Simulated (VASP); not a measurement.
# Hg under changes of volume

One of the cells (27.546 Å³/atom); the others are scaled copies at fixed shape and fractional positions:

```xyz
1
Lattice="-1.8892 1.8892 1.9295 1.8892 -1.8892 1.9295 1.8892 1.8892 -1.9295" Properties=species:S:1:pos:R:3 pbc="T T T"
Hg    0.0000    0.0000    1.9295
```

- Program: VASP 6.6.1
- Functional: PBE
- Potentials or basis: VASP PAW PBE potentials, release 64 (Hg)
- Cutoff: 520 eV
- k mesh: 10 × 10 × 10
- Occupations: fermi-dirac, width 0.05 eV
- Spin: no spin polarisation

```tsv
volume (Å³/atom)	energy over the lowest point (meV/atom)	pressure (GPa)
25.385	?	?
25.925	25.51	2.4
26.465	17.95	1.9
27.546	6.45	1.2
28.086	2.59	0.8
28.626	0.00	0.5
```

What does the run at 25.385 Å³/atom give?

Energy over the lowest point 34.77 meV/atom; pressure 3.0 GPa.

Worked out: A Birch-Murnaghan fit of order 3 (a polynomial in V^(-2/3)) to the other rows has its minimum at 29.46 Å³/atom, just outside them, with B0 = V·E''(V) = 20 GPa (rough, since the energies scatter) at fixed shape and positions, which overstates the stiffness. It gives 34.20 meV/atom at 25.385 Å³/atom, against the run's 34.77, and -dE/dV = 2.7 GPa, against 3.0.

Energies are extrapolated to zero smearing.
